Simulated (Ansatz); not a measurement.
**Energy ranking of Zn5O structures**

Method: DFT PBE, scalar-relativistic, plane waves, PAW in Ansatz 0.2.0. All cells share a 420 eV cutoff and Γ-centred k meshes spaced at most about 0.3 Å⁻¹ (about 0.25 or finer for metals, 2π included). Spin is collinear in cells that carry moments; the others ran without spin or lost their moments.

Energies over the elements count from the elements' standard structures at the same level (O₂ as a molecule), with no fitted energy shifts.

These are static total energies at zero pressure. The comparison covers the computed candidates alone. Another magnetic order may lie lower.

Invented guesses were relaxed alike, and ends that match in structure, energy and magnetic state were merged. ΔE counts from the first row. Coordination counts Zn atoms around O (those within 1.25 times the shortest such distance or 1.15 times the sum of covalent radii, 1.27 where that leaves under three; a plus sign parts nearer from farther groups; the shortest distance is added where it exceeds 1.18 times the sum of covalent radii). The ends were matched against large subsets of the Crystallography Open Database and the Materials Project, so a missing match doesn't prove that a structure is unreported.

```tsv
#	reached from	type and space group	atoms	Å³/atom	coordination	ΔE (meV/atom)	gap on mesh (eV)	moments	in databases
1	LiMg5 type (P-6m2)	P-6m2 (No. 187)	6	13.9	O 6	0	0.00	none	no match
2	random cell	P6/mmm (No. 191)	6	22.3	O 2	231	0.00	none	no match
3	random cell	P4/mmm (No. 123)	6	17.5	O 8 from 2.4 Å	376	0.00	none	no match
4	DyCu5 type (F-43m)	F-43m (No. 216)	6	14.9	O 16 from 2.9 Å	526	0.00	none	no match
5	LaPd5 type (P6/mmm)	P6/mmm (No. 191)	6	15.9	O 6+12 from 2.9 Å	590	0.00	parallel, 0.7 μB	no match
```

The lowest: Space group P-6m2 (No. 187), hexagonal, a = 2.934 Å, c = 11.149 Å. Zn on a site of symmetry 3m is surrounded by 3 O at 2.18 Å, 4 Zn at 2.70–2.74 Å and 6 Zn at 2.93 Å; around Zn on a second site of symmetry 3m lie 6 Zn at 2.70 Å and 6 Zn at 2.93 Å; around Zn on a site of symmetry -6m2 lie 6 Zn at 2.70 Å and 6 Zn at 2.93 Å; around O lie 6 Zn at 2.18 Å. Its energy over the elements is −0.28 eV/atom. A negative formation energy is needed for stability but isn't enough: competing phases decide. An observed structure of this formula, if there is one, may be missing.

```cif
data_structure
_symmetry_space_group_name_H-M 'P-6m2'
_symmetry_Int_Tables_number 187
_cell_length_a 2.9338
_cell_length_b 2.9338
_cell_length_c 11.1494
_cell_angle_alpha 90.000
_cell_angle_beta 90.000
_cell_angle_gamma 120.000
_cell_volume 83.11
loop_
_atom_site_label
_atom_site_type_symbol
_atom_site_symmetry_multiplicity
_atom_site_Wyckoff_symbol
_atom_site_fract_x
_atom_site_fract_y
_atom_site_fract_z
_atom_site_occupancy
Zn1 Zn 2 g 0.00000 0.00000 0.87709 1
Zn2 Zn 2 i 0.66667 0.33333 0.68899 1
Zn3 Zn 1 b 0.00000 0.00000 0.50000 1
O1 O 1 e 0.66667 0.33333 0.00000 1
```

The second: Space group P6/mmm (No. 191), hexagonal, a = 5.064 Å, c = 6.022 Å. Zn on a site of symmetry 6mm has 1 O at 1.79 Å, 1 Zn at 2.45 Å and 6 Zn at 2.81 Å; Zn on a site of symmetry mmm has 4 Zn at 2.53 Å and 4 Zn at 2.81 Å; O has 2 Zn at 1.79 Å. Counting Zn atoms around O, the first has O 6 and the second has O 2. Cells relaxed within their symmetry can be saddle points.

```cif
data_structure
_symmetry_space_group_name_H-M 'P6/mmm'
_symmetry_Int_Tables_number 191
_cell_length_a 5.0640
_cell_length_b 5.0640
_cell_length_c 6.0215
_cell_angle_alpha 90.000
_cell_angle_beta 90.000
_cell_angle_gamma 120.000
_cell_volume 133.73
loop_
_atom_site_label
_atom_site_type_symbol
_atom_site_symmetry_multiplicity
_atom_site_Wyckoff_symbol
_atom_site_fract_x
_atom_site_fract_y
_atom_site_fract_z
_atom_site_occupancy
Zn1 Zn 2 e 0.00000 0.00000 0.70305 1
Zn2 Zn 3 g 0.50000 0.00000 0.50000 1
O1 O 1 a 0.00000 0.00000 0.00000 1
```

Some candidate types were left out of the draw beforehand, so a known form may be missing.
